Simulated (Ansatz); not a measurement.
**Os(0001) with 2 layers of random Os-Ru, 2x2: scattering by chemical disorder**

Aim: the residual resistivity of a random alloy, from Os(0001) with 2 layers of random Os-Ru, 2x2 and longer regions.

Program: Ansatz 0.2.0. Level of theory: Ansatz plane-wave DFT, PBE, PAW files; ballistic transport by layer matching (Landauer), zero bias; PAW set soft_1. Results are calculated unless marked as measured.

Report form: the programs' logs are mostly left out.

### Step 1. The starting structure

The cell holds 48 atoms: 46 Os and 2 Ru. Its edges and angles: a = 5.468 Å, b = 5.468 Å, c = 25.918 Å, α = 90.0°, β = 90.0°, γ = 120.0°. It derives from Os. Regions: lead, 40 atoms (40 Os); scattering region, 8 atoms (6 Os and 2 Ru). The structure is stacked along c, and the current runs across the ab planes.

### Step 2. With 2 alloy layers

In 2 layers a share of 0.25 of the sites is given to Ru at random. The layers about the cell's end stay perfect and serve as the lead. Energies from -0.05 to 0.05 eV in steps of 0.05 eV are too few for the program's thermal sum, so it prints no conductance; for a metal the transmission near the Fermi level serves, at a fraction of the cost.

input.yaml

```yaml
crystal:
  lattice:
    - [5.4682, 0.0, 0.0]
    - [-2.7341, 4.735600113, 0.0]
    - [0.0, 0.0, 25.9182]
  atoms:
    - { symbol: Os, position: [0.1666666667, 0.3333333333, 0.0416666667] }
    - { symbol: Os, position: [0.1666666667, 0.8333333333, 0.0416666667] }
    - { symbol: Os, position: [0.6666666667, 0.3333333333, 0.0416666667] }
    - { symbol: Os, position: [0.6666666667, 0.8333333333, 0.0416666667] }
    - { symbol: Os, position: [0.3333333333, 0.1666666667, 0.125] }
    - { symbol: Os, position: [0.3333333333, 0.6666666667, 0.125] }
    - { symbol: Os, position: [0.8333333333, 0.1666666667, 0.125] }
    - { symbol: Os, position: [0.8333333333, 0.6666666667, 0.125] }
[... 36 atom lines left out ...]
    - { symbol: Os, position: [0.3333333333, 0.1666666667, 0.9583333333] }
    - { symbol: Os, position: [0.3333333333, 0.6666666667, 0.9583333333] }
    - { symbol: Os, position: [0.8333333333, 0.1666666667, 0.9583333333] }
    - { symbol: Os, position: [0.8333333333, 0.6666666667, 0.9583333333] }
kpoints:
  mp_grid: { grid: [5, 5, 1] }
hamiltonian:
  xc: pbe
  pseudopotentials: { kind: paw, azcp: { folder: soft_1 } }
scf:
  occupations: { method: fermi_dirac, width: 0.1 }
output:
  transmission:
    leads: [[0, 8]]
    kmesh: [10, 10]
    e_range: [-0.05, 0.05]
    de: 0.05
  write_potential: true
  write_density: true
  volumetric_format: npy
```

The run is started by

```sh
ansatz run input.yaml --threads 4 --pin off --max-ram 15360MiB --backend cpu --events-out ev --progress --plain --runs-dir out
```

Run time: 6.2 min. Hardware: 4 threads of Arm Neoverse V1, shared host; peak memory 6.1 GiB; 23 min of CPU time.

Numbers from this step:

```yaml
free_energy: -535509.5866 eV
energy_at_zero_smearing: -535509.0318 eV
fermi_energy: 25.90 eV
cell_area: 25.90 Å²
transmission_per_spin_nearest_the_fermi_level: 4.385
open_channels_per_spin_nearest_the_fermi_level: 4.47
step_of_the_lead_s_potential: 2.5 meV
```

Per spin. Table of transmission, zone mean by energy, zero at the Fermi level:

```tsv
energy (eV)	transmission, zone mean
-0.0500	4.61
0.0000	4.39
0.0500	4.47
```

Per spin. Table of open channels, zone mean, lead by energy, zero at the Fermi level:

```tsv
energy (eV)	open channels, zone mean, lead
-0.0500	4.74
0.0000	4.47
0.0500	4.55
```

Transmission over k1 and k2. At 0.0000 eV from the Fermi level.

Values, 10 rows by 10 columns:
```
 4.0  4.8  4.9  4.9  4.9  4.8  4.0  3.0  2.0  3.0
 3.0  4.9  4.9  4.9  4.9  4.9  4.9  3.0  2.0  2.0
 3.0  4.9  4.9  4.9  4.9  4.9  4.9  4.9  3.0  2.9
 3.9  4.9  4.9  4.9  6.8  6.8  4.9  4.9  4.9  3.9
 5.9  4.2  5.0  4.9  6.8 10.7  6.8  4.9  5.0  4.2
 3.9  3.9  4.9  4.9  4.9  6.8  6.8  4.9  4.9  4.9
 3.0  2.9  3.0  4.9  4.9  4.9  4.9  4.9  4.9  4.9
 3.0  2.0  2.0  3.0  4.9  4.9  4.9  4.9  4.9  4.9
 4.0  3.0  2.0  3.0  4.0  4.8  4.9  4.9  4.9  4.8
 2.0  4.0  3.0  3.0  4.0  2.0  4.0  3.0  3.0  4.0
```
Columns: k1 (b1) from -0.5 to 0.4; rows upwards: k2 (b2) from -0.5 to 0.4.

Open channels over k1 and k2. At 0.0000 eV from the Fermi level.

Values, 10 rows by 10 columns:
```
 4.0  5.0  5.0  5.0  5.0  5.0  4.0  3.0  2.0  3.0
 3.0  5.0  5.0  5.0  5.0  5.0  5.0  3.0  2.0  2.0
 3.0  5.0  5.0  5.0  5.0  5.0  5.0  5.0  3.0  3.0
 4.0  5.0  5.0  5.0  7.0  7.0  5.0  5.0  5.0  4.0
 6.0  5.0  5.0  5.0  7.0 11.0  7.0  5.0  5.0  5.0
 4.0  4.0  5.0  5.0  5.0  7.0  7.0  5.0  5.0  5.0
 3.0  3.0  3.0  5.0  5.0  5.0  5.0  5.0  5.0  5.0
 3.0  2.0  2.0  3.0  5.0  5.0  5.0  5.0  5.0  5.0
 4.0  3.0  2.0  3.0  4.0  5.0  5.0  5.0  5.0  5.0
 2.0  4.0  3.0  3.0  4.0  2.0  4.0  3.0  3.0  4.0
```
Columns: k1 (b1) from -0.5 to 0.4; rows upwards: k2 (b2) from -0.5 to 0.4.

Over the solved energies the transmission per spin lies between 4.39 and 4.61, out of 4.59 channels of the lead on average (up to 4.74).

### Step 3. With 6 alloy layers

In 6 layers a share of 0.25 of the sites is given to Ru at random. A fresh draw is used; the growth of the resistance with length is what counts.

System of this step: Os(0001) with 6 layers of random Os-Ru, 2x2. The cell holds 64 atoms: 58 Os and 6 Ru. Cell: a = 5.468 Å, b = 5.468 Å, c = 34.558 Å, α = 90.0°, β = 90.0°, γ = 120.0°. It derives from Os. Regions: lead, 40 atoms (40 Os); scattering region, 24 atoms (18 Os and 6 Ru). The structure is stacked along c, and the current runs across the ab planes.

input.yaml

```yaml
crystal:
  lattice:
    - [5.4682, 0.0, 0.0]
    - [-2.7341, 4.735600113, 0.0]
    - [0.0, 0.0, 34.5576]
  atoms:
    - { symbol: Os, position: [0.1666666667, 0.3333333333, 0.03125] }
    - { symbol: Os, position: [0.1666666667, 0.8333333333, 0.03125] }
    - { symbol: Os, position: [0.6666666667, 0.3333333333, 0.03125] }
    - { symbol: Os, position: [0.6666666667, 0.8333333333, 0.03125] }
    - { symbol: Os, position: [0.3333333333, 0.1666666667, 0.09375] }
    - { symbol: Os, position: [0.3333333333, 0.6666666667, 0.09375] }
    - { symbol: Os, position: [0.8333333333, 0.1666666667, 0.09375] }
    - { symbol: Os, position: [0.8333333333, 0.6666666667, 0.09375] }
[... 52 atom lines left out ...]
    - { symbol: Os, position: [0.3333333333, 0.1666666667, 0.96875] }
    - { symbol: Os, position: [0.3333333333, 0.6666666667, 0.96875] }
    - { symbol: Os, position: [0.8333333333, 0.1666666667, 0.96875] }
    - { symbol: Os, position: [0.8333333333, 0.6666666667, 0.96875] }
kpoints:
  mp_grid: { grid: [5, 5, 1] }
hamiltonian:
  xc: pbe
  pseudopotentials: { kind: paw, azcp: { folder: soft_1 } }
scf:
  occupations: { method: fermi_dirac, width: 0.1 }
output:
  transmission:
    leads: [[0, 8]]
    kmesh: [10, 10]
    e_range: [-0.05, 0.05]
    de: 0.05
  write_potential: true
  write_density: true
  volumetric_format: npy
```

Wall time 11 min (4 threads); peak memory 9.4 GiB; 42 min of CPU time.

This step gave:

| Property | Result |
| --- | --- |
| free energy | -695655.7847 eV |
| energy at zero smearing | -695654.9887 eV |
| Fermi energy | 25.74 eV |
| transmission per spin nearest the Fermi level | 4.355 |
| open channels per spin nearest the Fermi level | 4.55 |
| step of the lead's potential | 3.7 meV |

Per spin. The transmission, zone mean by energy, zero at the Fermi level:

```tsv
energy (eV)	transmission, zone mean
-0.0500	4.26
0.0000	4.35
0.0500	4.34
```

Over the solved energies the transmission per spin lies between 4.26 and 4.35, out of 4.53 channels of the lead on average (up to 4.55).

### Step 4. With 10 alloy layers

In 10 layers a share of 0.25 of the sites is given to Ru at random. A fresh draw is used; the growth of the resistance with length is what counts.

System of this step: Os(0001) with 10 layers of random Os-Ru, 2x2. The cell holds 80 atoms: 70 Os and 10 Ru. Cell: a = 5.468 Å, b = 5.468 Å, c = 43.197 Å, α = 90.0°, β = 90.0°, γ = 120.0°. It derives from Os. Regions: lead, 40 atoms (40 Os); scattering region, 40 atoms (30 Os and 10 Ru). The structure is stacked along c, and the current runs across the ab planes.

input.yaml

```yaml
crystal:
  lattice:
    - [5.4682, 0.0, 0.0]
    - [-2.7341, 4.735600113, 0.0]
    - [0.0, 0.0, 43.197]
  atoms:
    - { symbol: Os, position: [0.1666666667, 0.3333333333, 0.025] }
    - { symbol: Os, position: [0.1666666667, 0.8333333333, 0.025] }
    - { symbol: Os, position: [0.6666666667, 0.3333333333, 0.025] }
    - { symbol: Os, position: [0.6666666667, 0.8333333333, 0.025] }
    - { symbol: Os, position: [0.3333333333, 0.1666666667, 0.075] }
    - { symbol: Os, position: [0.3333333333, 0.6666666667, 0.075] }
    - { symbol: Os, position: [0.8333333333, 0.1666666667, 0.075] }
    - { symbol: Os, position: [0.8333333333, 0.6666666667, 0.075] }
[... 68 atom lines left out ...]
    - { symbol: Os, position: [0.3333333333, 0.1666666667, 0.975] }
    - { symbol: Os, position: [0.3333333333, 0.6666666667, 0.975] }
    - { symbol: Os, position: [0.8333333333, 0.1666666667, 0.975] }
    - { symbol: Os, position: [0.8333333333, 0.6666666667, 0.975] }
kpoints:
  mp_grid: { grid: [5, 5, 1] }
hamiltonian:
  xc: pbe
  pseudopotentials: { kind: paw, azcp: { folder: soft_1 } }
scf:
  occupations: { method: fermi_dirac, width: 0.1 }
output:
  transmission:
    leads: [[0, 8]]
    kmesh: [10, 10]
    e_range: [-0.05, 0.05]
    de: 0.05
  write_potential: true
  write_density: true
  volumetric_format: npy
```

Elapsed: 27 min, on 4 threads; peak memory 8.7 GiB; 1.7 h of CPU time.

Numbers from this step:

```yaml
free_energy: -855801.9585 eV
energy_at_zero_smearing: -855801.0222 eV
fermi_energy: 25.61 eV
transmission_per_spin_nearest_the_fermi_level: 4.239
step_of_the_lead_s_potential: 3.3 meV
```

Per spin. Table of transmission, zone mean by energy, zero at the Fermi level:

```tsv
energy (eV)	transmission, zone mean
-0.0500	4.28
0.0000	4.24
0.0500	4.26
```

Over the solved energies the transmission per spin lies between 4.24 and 4.28, out of 4.53 channels of the lead on average (up to 4.55).

### Step 5. The fit

This step: Ansatz plane-wave DFT, PBE, PAW files; ballistic transport by layer matching (Landauer), zero bias; residual resistivity from the slope of the area resistance, atoms on the host's lattice; PAW set soft_1 (Ansatz 0.2.0).

Numbers from this step:

```yaml
resistivity: 1.811 µΩ cm
intercept: 0.009954 fΩ m²
scatter_about_the_fit: 0.002296 fΩ m²
```

Resistance, by row:

```tsv
run	length (Å)	T	channels N	RA (fΩ m²)
n2	4.32	4.487	4.587	0.01615
n6	12.96	4.319	4.533	0.03667
n10	21.6	4.259	4.533	0.04745
```

Area resistance against length of the alloy:

```tsv
length of the alloy (Å)	area resistance (fΩ m²)
4.32	0.0162
12.96	0.0367
21.60	0.0475
```

The area resistance goes from 0.016 to 0.047 fΩ m² between 4.3 and 21.6 Å, a slope of 1.8 µΩ cm.

By hand from the end points: (0.04745 − 0.01615) fΩ m² / (21.60 − 4.32) Å = 1.8 µΩ cm, since 1 fΩ m² per Å is 1000 µΩ cm.

### Step 6. Results

```json
{
 "resistivity from the slope": "1.81 µΩ cm",
 "area resistance over 4.32 Å": "0.0162 fΩ m²",
 "area resistance over 13.0 Å": "0.0367 fΩ m²",
 "area resistance over 21.6 Å": "0.0475 fΩ m²"
}
```

**Reading.** The slope gives 1.8 µΩ cm. The points scatter by 0.0023 fΩ m² about the line, with one random draw a length in a 2x2 cell, so the slope is a rough value. The lead's own channel count moves between the runs (4.59, 4.53 and 4.53), which shifts RA and the slope too. Read with a model of isotropic scattering on a spherical Fermi surface and the lead's 1.4×10¹⁵ S/m², this slope means a mean free path near 374 Å; over these lengths the model's slope is 1.24 times its bulk resistivity, which would be 1.5 µΩ cm. The draw over the shortest length came out nearly ordered, with 8 symmetry operations, so that point is a poor sample of a random alloy. The atoms sit on the host's lattice, so scattering by size misfit is left out. Spin-orbit coupling is left out, which matters for Os.

[Logs are printed without paths, hosts, clocks, repeated set-up lines and the standing remarks that a program may print on its own settings, such as how far it seeks lower states.]

[Hosts, paths, dates, database ids (printed as entryN), source tags and the programs' standing remarks are cut or masked in the printed files.]
